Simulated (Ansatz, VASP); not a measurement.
**Sb: VASP beside Ansatz**

INCAR

```
SYSTEM = Sb
PREC = Accurate
ENCUT = 520
EDIFF = 1E-7
ISMEAR = -1
SIGMA = 0.05
LREAL = .False.
LASPH = .True.
NELM = 60
ALGO = Normal
ISIF = 2
LWAVE = .False.
LCHARG = .False.
GGA = PS
NBANDS = 8
```

Contents of KPOINTS:

```
regular mesh
0
Gamma
  12 12 12
  0 0 0
```

Contents of POSCAR:

```
Sb
1.0
    0.0000000000      2.3050000000      2.2819500000
    2.3050000000      0.0000000000      2.2819500000
    2.3050000000      2.3050000000      0.0000000000
Sb
1
Direct
    0.0000000000      0.0000000000      0.0000000000
```

Input for Ansatz:

```yaml
crystal:
  lattice:
    - [0.0, 2.305, 2.28195]
    - [2.305, 0.0, 2.28195]
    - [2.305, 2.305, 0.0]
  atoms:
    - { symbol: Sb, position: [0.0, 0.0, 0.0] }
kpoints:
  mp_grid: { grid: [12, 12, 12] }
  band_path:
    path:
      - [0.0, 0.0, 0.0]
      - [0.0, 0.5, 0.5]
      - [0.25, 0.75, 0.5]
      - [0.0, 0.5, 0.0]
      - [0.0, 0.0, 0.0]
      - [0.5, 0.5, 0.0]
      - [0.3775380063, 0.6224619937, 0.0]
      - [-0.3775380063, 0.3775380063, 0.0]
      - [0.0, 0.0, 0.0]
    npoints: 5
scf:
  occupations: { method: fermi_dirac, width: 0.05 }
hamiltonian:
  xc: pbesol
  pseudopotentials: { kind: all_electron, lapw: { basis_error: 0.001 } }
output:
  forces: true
  stress: true
  eigenvalues: true
```

Change from the starting cell: zz strain of -1 %.

Alike in both runs: task single point; functional PBEsol; k mesh 12 × 12 × 12; occupations fermi-dirac, width 0.05 eV; no spin polarisation.

|  | VASP | Ansatz |
| --- | --- | --- |
| version | VASP 6.6.1 | Ansatz 0.2.0 |
| potentials or method | VASP PAW PBE potentials, release 64 (Sb) | all-electron LAPW, scalar-relativistic |
| plane-wave cutoff (eV) | 520 | see its input |

```csv
,VASP,Ansatz,Ansatz less VASP
pressure (GPa),6.1,6.1,-0.03
largest component of the traceless stress (GPa),0.06,0.04,-0.020
```

Ansatz ran all-electron here, so the differences hold the error of VASP's frozen core and of both bases.

Caveats: the PAW data sets were made with another functional, which shifts forces and pressure a little (VASP). Spin-orbit coupling is left out, which matters for the levels of Sb.
